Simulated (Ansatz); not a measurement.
CuO:

```
Cu O
1.0
     2.55255    0.00000    0.00000
     0.00000    2.55255    0.00000
     0.00000    0.00000    2.55255
Cu O
1 1
Direct
  0.00000 0.00000 0.00000
  0.50000 0.50000 0.50000
```

Measurements of this composition are mostly on another form, of space group No. 15.

```yaml
Program: Ansatz 0.2.0
Task: relaxation of cell and atoms
Functional: PBE
Potentials_or_basis: Ansatz PAW
Cutoff: "420 eV (not typed: the program's choice for these potentials)"
k_mesh: 10 × 10 × 10
Occupations: fermi-dirac, width 0.05 eV
Spin: no spin polarisation
Hubbard_terms: Cu d U = 8 eV
```

At the start: volume 8.32 Å³/atom.

Task: How do energy, volume and symmetry change on relaxing?

Result: It ends after 9 steps and the volume is 9.59 Å³/atom (+15.3 %); space group Pm-3m (No. 221, to 0.05 Å).

The path:
```
step  energy change (eV)  largest force (eV/Å)  volume (Å³)
   1              0.0000                0.0000        16.63
   2             -0.1198                0.0000        17.61
   3             -0.1691                0.0000        18.73
   4             -0.1696                0.0000        19.00
   5             -0.1697                0.0000        18.99
   6             -0.1906                0.0000        18.99
   7             -0.1907                0.0000        19.14
   8             -0.1905                0.0000        19.18
   9             -0.1914                0.0000        19.18
```

Final structure:
```
Cu O
1.0
     2.67680    0.00000    0.00000
     0.00000    2.67680    0.00000
     0.00000    0.00000    2.67680
Cu O
1 1
Direct
  0.00000 0.00000 0.00000
  0.50000 0.50000 0.50000
```

Caveat: the volume moved by over 15 % at a fixed basis, so the end points are rough; the plane-wave basis is chosen anew once the cell has moved, so the energies of steps on either side of that aren't comparable; the pressure holds a Pulay correction of +0.7 GPa for the finite cutoff; an odd number of electrons without spin polarisation forces a metal; a magnetic or distorted state may lie lower; the run has no spin polarisation, though such a crystal can be magnetic; U without spin polarisation on a metal has little footing.
